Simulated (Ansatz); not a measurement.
LaAlO3:
```
CELL_PARAMETERS angstrom
      2.70656     1.56263     4.39780
     -2.70656     1.56263     4.39780
      0.00000    -3.12526     4.39780
ATOMIC_POSITIONS crystal
  La 0.25000 0.25000 0.25000
  La 0.75000 0.75000 0.75000
  Al 0.00000 0.00000 0.00000
  Al 0.50000 0.50000 0.50000
  O  0.78891 0.71109 0.25000
  O  0.25000 0.78891 0.71109
  O  0.71109 0.25000 0.78891
  O  0.21109 0.28891 0.75000
  O  0.75000 0.21109 0.28891
  O  0.28891 0.75000 0.21109
```

x, y and z are the axes in which the lattice vectors are written.

Q: Give the high-frequency dielectric tensor and the Born effective charge tensors of the independent atoms from DFPT, the program Ansatz at the PBE level (PAW).

A: 
ε∞:
```
4.75  0.00  0.00
0.00  4.75  0.00
0.00  0.00  4.66
```
Z* of atom 1 (La), rows: field, columns: displacement, in e:
```
4.47  0.00  0.00
0.00  4.47  0.00
0.00  0.00  4.28
```
Z* of atom 3 (Al), rows: field, columns: displacement, in e:
```
 2.99  -0.20   0.00
 0.20   2.99   0.00
 0.00   0.00   2.93
```
Z* of atom 5 (O), rows: field, columns: displacement, in e:
```
-2.52   0.00   0.00
 0.00  -2.46  -0.03
 0.00  -0.02  -2.40
```

Static charges for comparison (Bader): La1 +2.08, Al3 +2.55, O5 -1.54 e. Born charges measure polarisation by displacement and can exceed these by far.

Space group R-3c. Symmetry was held in the PBE relaxation. Scalar-relativistic: spin–orbit coupling is off unless named, which matters more the heavier the elements.

Potentials: the later of the program's two PAW sets.
